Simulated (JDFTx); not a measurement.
# CoO (R-3m) in JDFTx: reference runs

Reference runs on CoO: the cell as given.

Program: JDFTx 1.7.0 (patched build). These are calculated values, not measurements. Logs are shortened: lines on timing, memory, paths and dates and some standing lists are left out, and cuts for length are marked. The log counts tension as positive stress, the text compression.

## (1) The structure

The structure is trigonal, space group R-3m (No. 166). Conventional cell: a = 3.011 Å, b = 3.011 Å, c = 7.320 Å, α = 90.00°, β = 90.00°, γ = 120.00°. Around Co (site symmetry -3m) lie 6 O at 2.12 Å. Around O (site symmetry -3m) lie 6 Co at 2.12 Å.

The cell is a database's computed one.

## (2) Single point, PBE, collinear spin, ferromagnetic start

CoO.in reads:

```
lattice \
    2.8449251281    -2.8449251281     0.0000000000 \
    1.6425182886     1.6425182886    -3.2850365771 \
    4.6107936168     4.6107936168     4.6107936168
coords-type Lattice
ion Co     0.0000000000     0.0000000000     0.0000000000 1
ion O      0.5000000000     0.5000000000     0.5000000000 1

ion-species pseudo/Co.upf
ion-species pseudo/O.upf
elec-cutoff 48 384
elec-ex-corr gga-PBE
kpoint-folding 11 11 11
elec-smearing Fermi 0.0018374661
elec-n-bands 19
spintype z-spin
initial-magnetic-moments Co 2
elec-initial-magnetization 2 no
electronic-SCF nIterations 100 energyDiffThreshold 1e-09
electronic-minimize nIterations 30 energyDiffThreshold 1e-7
converge-empty-states yes
forces-output-coords Cartesian

dump-name run.$VAR
dump End Ecomponents EigStats BandEigs Kpoints Forces Stress
```

Potentials or basis: PseudoDojo-SR-PBE-0.5-standard with smoothed tails.

Command:

```console
jdftx -c 1 -i CoO.in -o CoO.out
```

Log:

```text
*************** JDFTx 1.7.0 (patched build) ***************

Input parsed successfully to the following command list (including defaults):
[... the input with its defaults ...]

---------- Setting up symmetries ----------

Found 12 point-group symmetries of the bravais lattice
Found 12 space-group symmetries with basis
Applied RMS atom displacement 0 bohrs to make symmetries exact.

---------- Initializing the Grid ----------
R =
[      2.84493     -2.84493            0  ]
[      1.64252      1.64252     -3.28504  ]
[      4.61079      4.61079      4.61079  ]
unit cell volume = 129.273
G =
[    1.10428   0.637556   0.454237  ]
[   -1.10428   0.637556   0.454237  ]
[ -8.73998e-18   -1.27511   0.454237  ]
Minimum fftbox size, Smin = [  52  52  52  ]
Chosen fftbox size, S = [  54  54  54  ]

---------- Initializing tighter grid for wavefunction operations ----------
R =
[      2.84493     -2.84493            0  ]
[      1.64252      1.64252     -3.28504  ]
[      4.61079      4.61079      4.61079  ]
unit cell volume = 129.273
G =
[    1.10428   0.637556   0.454237  ]
[   -1.10428   0.637556   0.454237  ]
[ -8.73998e-18   -1.27511   0.454237  ]
Minimum fftbox size, Smin = [  36  36  36  ]
Chosen fftbox size, S = [  36  36  36  ]

---------- Exchange Correlation functional ----------
Initalized PBE GGA exchange.
Initalized PBE GGA correlation.

---------- Setting up pseudopotentials ----------
Width of ionic core gaussian charges (only for fluid interactions / plotting) set to 0

Reading pseudopotential file 'pseudo/Co.upf':
  'Co' pseudopotential, 'PBE' functional
  Generated using ONCVPSP code by D. R. Hamann
  17 valence electrons, 4 orbitals, 6 projectors, 1001 radial grid points, with lMax = 2
    3S    l: 0   occupation:  2.0   eigenvalue: -3.763303
    3P    l: 1   occupation:  6.0   eigenvalue: -2.412101
    3D    l: 2   occupation:  7.0   eigenvalue: -0.301498
    4S    l: 0   occupation:  2.0   eigenvalue: -0.201022
  Core radius for overlap checks: 1.60 bohrs.

Reading pseudopotential file 'pseudo/O.upf':
  'O' pseudopotential, 'PBE' functional
  Generated using ONCVPSP code by D. R. Hamann
  6 valence electrons, 2 orbitals, 5 projectors, 936 radial grid points, with lMax = 2
    2S    l: 0   occupation:  2.0   eigenvalue: -0.880572
    2P    l: 1   occupation:  4.0   eigenvalue: -0.331869
  Core radius for overlap checks: 1.39 bohrs.

Initialized 2 species with 2 total atoms.

Folded 1 k-points by 11x11x11 to 1331 k-points.

---------- Setting up k-points, bands, fillings ----------
Reduced to 146 k-points under symmetry.
Computing the number of bands and number of electrons
Calculating initial fillings.
nElectrons:  23.000000   nBands: 19   nStates: 292

----- Setting up reduced wavefunction bases (one per k-point) -----
average nbasis = 2053.391 , ideal nbasis = 2053.354

---------- Setting up ewald sum ----------
Optimum gaussian width for ewald sums = 1.821976 bohr.
Real space sum over 1331 unit cells with max indices [  5  5  5  ]
Reciprocal space sum over 2197 terms with max indices [  6  6  6  ]

---------- Allocating electronic variables ----------
Initializing wave functions:  linear combination of atomic orbitals
Note: number of bands (19) exceeds available atomic orbitals (14)
Co (M=2) pseudo-atom majority spin occupations:   s ( 1 0.5 )  p ( 3 )  d ( 5 )
Co (M=2) pseudo-atom minority spin occupations:   s ( 1 0 )  p ( 3 )  d ( 3.5 )
O pseudo-atom occupations:   s ( 2 )  p ( 4 )
	FillingsUpdate:  mu: +1.147026817  nElectrons: 23.000000  magneticMoment: [ Abs: 0.14952  Tot: +0.14903 ]
LCAOMinimize: Iter:   0  F: -149.6171409670878916  |grad|_K:  1.228e-02  alpha:  1.000e+00
	FillingsUpdate:  mu: +1.117161874  nElectrons: 23.000000  magneticMoment: [ Abs: 0.14013  Tot: +0.14013 ]
LCAOMinimize: Iter:   1  F: -155.1961361319695243  |grad|_K:  9.403e-03  alpha:  3.267e-01  linmin: -1.936e-01  cgtest:  5.266e-01
	FillingsUpdate:  mu: +0.587036657  nElectrons: 23.000000  magneticMoment: [ Abs: 2.44657  Tot: +2.44657 ]
[... 33 lines of inner loops ...]
LCAOMinimize: Iter:  14  F: -158.4449661294658824  |grad|_K:  3.057e-06  alpha:  3.727e-01  linmin: -9.361e-04  cgtest:  1.342e-03
	FillingsUpdate:  mu: +0.541426527  nElectrons: 23.000000  magneticMoment: [ Abs: 2.97197  Tot: +2.96007 ]
LCAOMinimize: Iter:  15  F: -158.4449664509976685  |grad|_K:  4.592e-07  alpha:  6.518e-01  linmin:  9.562e-04  cgtest:  9.735e-02
LCAOMinimize: Converged (|Delta F|<1.000000e-06 for 2 iters).

-------- Electronic minimization -----------
Will mix electronic density at each iteration.
	FillingsUpdate:  mu: +0.541426527  nElectrons: 23.000000  magneticMoment: [ Abs: 2.97197  Tot: +2.96007 ]
	FillingsUpdate:  mu: +0.539835439  nElectrons: 23.000000  magneticMoment: [ Abs: 2.97197  Tot: +2.96007 ]
SCF: Cycle:  0   F: -158.467237834927175   dF: -2.227e-02   |Residual|: 6.863e-02   |deigs|: 7.064e-02
	FillingsUpdate:  mu: +0.526763916  nElectrons: 23.000000  magneticMoment: [ Abs: 2.98973  Tot: +2.97144 ]
SCF: Cycle:  1   F: -158.469397691366453   dF: -2.160e-03   |Residual|: 1.445e-02   |deigs|: 1.459e-02
	FillingsUpdate:  mu: +0.526595011  nElectrons: 23.000000  magneticMoment: [ Abs: 2.99919  Tot: +2.97948 ]
SCF: Cycle:  2   F: -158.469437502252163   dF: -3.981e-05   |Residual|: 6.631e-03   |deigs|: 1.841e-03
	FillingsUpdate:  mu: +0.526821762  nElectrons: 23.000000  magneticMoment: [ Abs: 3.00541  Tot: +2.98455 ]
SCF: Cycle:  3   F: -158.469443266311089   dF: -5.764e-06   |Residual|: 3.350e-03   |deigs|: 7.393e-04
	FillingsUpdate:  mu: +0.527404463  nElectrons: 23.000000  magneticMoment: [ Abs: 3.00658  Tot: +2.98431 ]
SCF: Cycle:  4   F: -158.469444713559682   dF: -1.447e-06   |Residual|: 1.041e-03   |deigs|: 6.330e-04
	FillingsUpdate:  mu: +0.527329004  nElectrons: 23.000000  magneticMoment: [ Abs: 3.00581  Tot: +2.98409 ]
SCF: Cycle:  5   F: -158.469444928751898   dF: -2.152e-07   |Residual|: 4.408e-04   |deigs|: 2.260e-04
	FillingsUpdate:  mu: +0.527346615  nElectrons: 23.000000  magneticMoment: [ Abs: 3.00506  Tot: +2.98349 ]
SCF: Cycle:  6   F: -158.469445001041180   dF: -7.229e-08   |Residual|: 1.748e-04   |deigs|: 2.145e-04
	FillingsUpdate:  mu: +0.527365028  nElectrons: 23.000000  magneticMoment: [ Abs: 3.00515  Tot: +2.98356 ]
SCF: Cycle:  7   F: -158.469445007215569   dF: -6.174e-09   |Residual|: 8.638e-05   |deigs|: 1.852e-04
	FillingsUpdate:  mu: +0.527361696  nElectrons: 23.000000  magneticMoment: [ Abs: 3.00518  Tot: +2.98359 ]
SCF: Cycle:  8   F: -158.469445009777019   dF: -2.561e-09   |Residual|: 3.303e-05   |deigs|: 1.667e-04
	FillingsUpdate:  mu: +0.527364065  nElectrons: 23.000000  magneticMoment: [ Abs: 3.00518  Tot: +2.98359 ]
SCF: Cycle:  9   F: -158.469445010182085   dF: -4.051e-10   |Residual|: 1.949e-05   |deigs|: 1.015e-04
	FillingsUpdate:  mu: +0.527363928  nElectrons: 23.000000  magneticMoment: [ Abs: 3.00519  Tot: +2.98360 ]
SCF: Cycle: 10   F: -158.469445010340991   dF: -1.589e-10   |Residual|: 8.281e-06   |deigs|: 1.729e-04
SCF: Converged (|Delta E|<1.000000e-09 for 2 iters).

Setting wave functions to eigenvectors of Hamiltonian
Converging empty states (this may take a while): |deigs|: 1.690e-03

# Stress tensor in Cartesian coordinates [Eh/a0^3]:
[ -3.22387e-06            0            0  ]
[            0 -3.22387e-06            0  ]
[            0            0  8.53674e-06  ]

# Ionic positions in lattice coordinates:
ion Co   0.000000000000000   0.000000000000000   0.000000000000000 1
ion O   0.500000000000000   0.500000000000000   0.500000000000000 1

# Forces in Cartesian coordinates:
force Co  -0.000000000000000  -0.000000000000000   0.000000000000000 1
force O  -0.000000000000000  -0.000000000000000   0.000000000000000 1

# Energy components:
   Eewald =     -106.6716796414786756
       EH =       45.4444213927933873
     Eloc =     -133.6708505047756432
      Enl =      -21.7210696119108135
      Exc =      -32.2408946860670653
 Exc_core =       11.0641211423741108
       KE =       79.3276500991372160
-------------------------------------
     Etot =     -158.4683018099274818
       TS =        0.0011432004135135
-------------------------------------
        F =     -158.4694450103409906

IonicMinimize: Iter:   0  F: -158.469445010340991  |grad|_K:       -nan
IonicMinimize: None of the convergence criteria satisfied after 0 iterations.

#--- Lowdin population analysis ---
# oxidation-state Co +1.124
# magnetic-moments Co +2.583
# oxidation-state O -1.002
# magnetic-moments O +0.407

Dumping 'run.eigStats' ...
	eMin: -3.029944 at state 0 ( [ +0.000000 +0.000000 +0.000000 ] spin 1 )
	HOMO: +0.527195 at state 275 ( [ +0.272727 +0.454545 +0.454545 ] spin -1 )
	mu  : +0.527364
	LUMO: +0.527367 at state 279 ( [ +0.272727 -0.454545 -0.454545 ] spin -1 )
	eMax: +1.575324 at state 176 ( [ +0.000000 +0.363636 +0.363636 ] spin -1 )
	HOMO-LUMO gap: +0.000173
	Optical gap  : +0.001400 at state 207 ( [ +0.090909 +0.272727 -0.181818 ] spin -1 )
Done!
```

Wall time 15 min (1 thread of Intel Xeon at 2.70GHz, shared host); peak memory 0.52 GiB.

Results:

```yaml
Free_energy: -4312.1733 eV
Pressure: 0.0 GPa
Band_gap_on_the_k_mesh: none (metal or under the smearing width)
Net_moment: 2.98 μB per cell
Absolute_moment: 3.01 μB per cell
Site_moments: Co +2.58; O +0.41 μB
Loewdin_charges: Co +1.12; O -1.00 e
```

Caveat: the atomic charges don't sum to the cell's charge; a cell with one magnetic atom can't hold antiferromagnetic order, which such compounds often take; semilocal functionals often make such compounds metallic where correlation or magnetic order opens a gap, which also shifts bond lengths. With open d or f shells a metallic result of PBE can be an artefact of self-interaction; +U or a hybrid may open a gap.
